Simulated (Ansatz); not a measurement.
The system is AlFe.

```xyz
2
Lattice="2.9100 0.0000 0.0000 0.0000 2.9100 0.0000 0.0000 0.0000 2.9100" Properties=species:S:1:pos:R:3 pbc="T T T"
Fe    1.4550    1.4550    1.4550
Al    0.0000    0.0000    0.0000
```

Base run:

| Quantity | Value |
| --- | --- |
| Program | Ansatz 0.2.0 |
| Functional | PBEsol |
| Potentials or basis | Ansatz PAW |
| Cutoff | 420 eV (not typed: the program's choice for these potentials) |
| k mesh | 9 × 9 × 9 |
| Occupations | fermi-dirac, width 0.05 eV |
| Spin | collinear spin, ferromagnetic start |
| Starting moments | [4.5, 0.0] μB |

Its results: band gap on the k mesh none (metal or under the smearing width); pressure -11.2 GPa.

Task: The run is repeated on the same cell with these changes: spin from collinear spin, ferromagnetic start to no spin polarisation. What comes out?

Result: Band gap on the k mesh none (metal or under the smearing width); pressure -12.3 GPa.

Caveats: the PAW data sets come from PBE, with cores solved anew for the run's functional, which leaves a small shift of forces and pressure; the moment fell far below its start of 4.5 μB, so a state of higher moment may lie lower in energy (some runs).
